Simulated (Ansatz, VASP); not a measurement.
# Pt: VASP beside Ansatz

The input POSCAR:

```
Pt
1.0
    0.0000000000      1.9700946811      1.9700946811
    1.9700946811      0.0000000000      1.9700946811
    1.9700946811      1.9700946811      0.0000000000
Pt
1
Direct
    0.0000000000      0.0000000000      0.0000000000
```

INCAR.step1

```
SYSTEM = Pt
  PREC = Accurate
  ENCUT = 520
  ISMEAR = 0
  SIGMA = 0.1
  LREAL = .FALSE.
  LASPH = .TRUE.
  NELM = 100
  NBANDS = 11
  GGA = PE
  ALGO = Normal
  EDIFF = 1E-4
  LWAVE = .TRUE.
  LCHARG = .FALSE.
```

The input INCAR.step2:

```
SYSTEM = Pt
  PREC = Accurate
  ENCUT = 520
  EDIFF = 1E-7
  ISMEAR = 0
  SIGMA = 0.1
  LREAL = .FALSE.
  LASPH = .TRUE.
  NELM = 100
  ALGO = Normal
  ISIF = 2
  LWAVE = .FALSE.
  LCHARG = .FALSE.
  METAGGA = R2SCAN
  LMIXTAU = .TRUE.
  NBANDS = 11
  ISTART = 1
```

KPOINTS

```
Automatic mesh
0
G
  18 18 18
  0 0 0
```

Input for Ansatz:

```yaml
crystal:
  lattice:
    - [0.0, 1.970094681, 1.970094681]
    - [1.970094681, 0.0, 1.970094681]
    - [1.970094681, 1.970094681, 0.0]
  atoms:
    - { symbol: Pt, position: [0.0, 0.0, 0.0] }
basis:
  ecutwfc: 500
kpoints:
  mp_grid: { grid: [18, 18, 18] }
  band_path:
    path:
      - [[0.0, 0.0, 0.0], [0.5, 0.0, 0.5], [0.625, 0.25, 0.625]]
      - [[0.375, 0.375, 0.75], [0.0, 0.0, 0.0], [0.5, 0.5, 0.5], [0.5, 0.25, 0.75], [0.5, 0.0, 0.5]]
    npoints: 14
hamiltonian:
  xc: r2scan
scf:
  occupations: { method: gaussian, width: 0.1 }
  n_extra_bands: 6
output:
  forces: true
  stress: true
  eigenvalues: true
  populations: true
  dos: { projected: true, de: 0.02, nscf_kmesh: { grid: [27, 27, 27] } }
  bader: true
  write_density: true
  write_potential: true
  elf: true
  volumetric_format: npy
```

Alike in both runs: task single point; functional r2SCAN; k mesh 18 × 18 × 18; occupations gaussian, width 0.1 eV; no spin polarisation.

|  | VASP | Ansatz |
| --- | --- | --- |
| version | VASP 6.6.1 | Ansatz 0.2.0 |
| potentials or method | VASP PAW PBE potentials, release 64 (Pt) | scalar-relativistic, plane waves, PAW |
| plane-wave cutoff (eV) | 520 | 500 |
| valence electrons in the cell | 10 | 18 |

Ansatz gave:

```
gap on the k mesh at the Fermi level (eV) : none
pressure (GPa)                            : 0.0
```

**Question.** Estimate VASP's values.

**Answer.** gap on the k mesh at the Fermi level (eV): none; pressure (GPa): 0.7.

A gap of «none» marks a metal or a gap that the smearing closes. The functional is the same, so the differences come from potentials, cutoffs and numerics. The two sets of potentials don't hold the same shells in valence.

Caveats: the PAW data sets were made with another functional, which shifts forces and pressure a little (VASP). Spin-orbit coupling is left out, which matters for the levels of Pt.
